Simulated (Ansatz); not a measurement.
This Ansatz 0.2.0 run on Ag needs a look.

File input.yaml:

```yaml
crystal:
  lattice:
    - [-1.58942784, 1.58942784, 1.655654]
    - [1.58942784, -1.58942784, 1.655654]
    - [1.58942784, 1.58942784, -1.655654]
  atoms:
    - { symbol: Ag, position: [0.0, 0.0, 0.0] }
hamiltonian:
  xc: pbesol
  pseudopotentials: { kind: paw }
kpoints:
  mp_grid: { grid: [10, 10, 10] }
scf:
  occupations: { method: fermi_dirac, width: 0.3 }
  n_extra_bands: 0
  max_iter: 75
output:
  forces: true
  stress: true
  eigenvalues: true
```

Potentials or basis: Ansatz PAW.

Launch:

```console
$ ansatz run input.yaml --threads 2 --pin off --max-ram 5632MiB --backend cpu --events-out ev --progress --plain --runs-dir out
```

Output:

```text
Error: inconsistent input (scf.n_extra_bands, scf.occupations.method): n_bands = 10 leaves no empty band above the 10 bands per channel that the deck's 19 electrons occupy, and the occupations search for the Fermi level (a smearing at a finite width, or tetrahedra): a level found among occupied bands alone can fill a metal as an insulator; raise scf.n_extra_bands until at least 11 bands are solved (omitted, it auto-derives to 15) (see scf.n_extra_bands in the input reference)
```

How did it end, and where is the flaw?

The program refused the input. The input holds a flaw that was put in on purpose: too few bands (scf.n_extra_bands = 0; scf.occupations = method fermi_dirac, width 0.3).
